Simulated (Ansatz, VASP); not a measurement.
# ZrB6 in VASP and in Ansatz

```
Zr B
1.0
     4.00403    0.00000    0.00000
     0.00000    4.00403    0.00000
     0.00000    0.00000    4.00403
Zr B
1 6
Direct
  0.00000 0.00000 0.00000
  0.50000 0.50000 0.20000
  0.50000 0.50000 0.80000
  0.20000 0.50000 0.50000
  0.80000 0.50000 0.50000
  0.50000 0.20000 0.50000
  0.50000 0.80000 0.50000
```

Change from the starting cell: species swapped into the CaB6 type (Pm-3m, No. 221).

Alike in both runs: task relaxation of cell and atoms; functional PBE; k mesh 4 × 4 × 4; occupations gaussian, width 0.1 eV; no spin polarisation.

|  | VASP | Ansatz |
| --- | --- | --- |
| version | VASP 6.6.1 | Ansatz 0.2.0 |
| potentials or method | VASP PAW PBE potentials, release 64 (Zr_sv, B) | scalar-relativistic, plane waves, PAW |
| plane-wave cutoff (eV) | 600 | 420 |
| valence electrons in the cell | 30 | 30 |

|  | VASP | Ansatz | Ansatz less VASP |
| --- | --- | --- | --- |
| gap on the k mesh at the Fermi level, each at its own relaxed structure (eV) | none | none | - |
| relaxed volume (Å³/atom) | 9.49 | 9.49 | +0.003 |
| relaxed cell length with the largest relative difference (Å) | 4.050 | 4.050 | +0.0005 |
| energy change over the relaxation (meV/atom) | -12 | -11 | +0.4 |

A gap of «none» marks a metal or a gap that the smearing closes.

Caveats: the k mesh is coarse (spacing up to 0.39 Å⁻¹), so the values aren't converged.
